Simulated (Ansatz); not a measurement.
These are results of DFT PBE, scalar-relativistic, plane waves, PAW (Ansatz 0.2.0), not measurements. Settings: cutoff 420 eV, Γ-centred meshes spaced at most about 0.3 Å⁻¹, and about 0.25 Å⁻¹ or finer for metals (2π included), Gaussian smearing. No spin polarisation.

Each guess is relaxed in cell and atoms at zero pressure, on a coarse mesh first where it starts far from rest and then on a converged one. The steps can't lower the symmetry of the start, but it can rise. Energies are static (0 K, no zero-point motion).

Two unrelaxed guesses for InSe:

A.

```
In Se
1.0
     3.35732    0.00000    0.00000
     0.00000    3.35732    0.00000
     0.00000    0.00000    4.21812
In Se
1 1
Direct
  0.50000 0.50000 0.50000
  0.00000 0.00000 0.00000
```

B.

```
In Se
1.0
     0.00000    2.95995    2.95995
     2.95995    0.00000    2.95995
     2.95995    2.95995    0.00000
In Se
1 1
Direct
  0.50000 0.50000 0.50000
  0.00000 0.00000 0.00000
```

**Question.** Where do they end, and which end is lower?

**Answer.** B ends lower, by 242 meV/atom. A: P4/mmm at 23.8 Å³/atom → Pm-3m (caesium chloride type) at 24.0 Å³/atom; B: Fm-3m at 25.9 Å³/atom → Fm-3m (rock salt type) at 26.0 Å³/atom. Counting Se atoms around In (those within 1.25 times the shortest such distance or 1.15 times the sum of covalent radii; the shortest distance is added where it is long for a bond), the end of A has In 8 from 3.1 Å and the end of B has In 6. End of A. Conventional cell: a = 3.632 Å. In is surrounded by 8 Se at 3.15 Å and 6 In at 3.63 Å; around Se lie 8 In at 3.15 Å and 6 Se at 3.63 Å. End of B. Conventional cell: a = 5.926 Å. In has 6 Se at 2.96 Å; Se has 6 In at 2.96 Å.

Ends held by symmetry can be saddle points. Neither end is the lowest form computed: that has space group R3m (No. 160), is reached from a Materials Project cell and lies 91 meV/atom below the better end. In Fm-3m, Pm-3m an odd number of electrons in the primitive cell allows no gap without spin; a larger cell or a magnetic state could open one. Some candidate types were left out of the draw beforehand, so a known form may be missing.
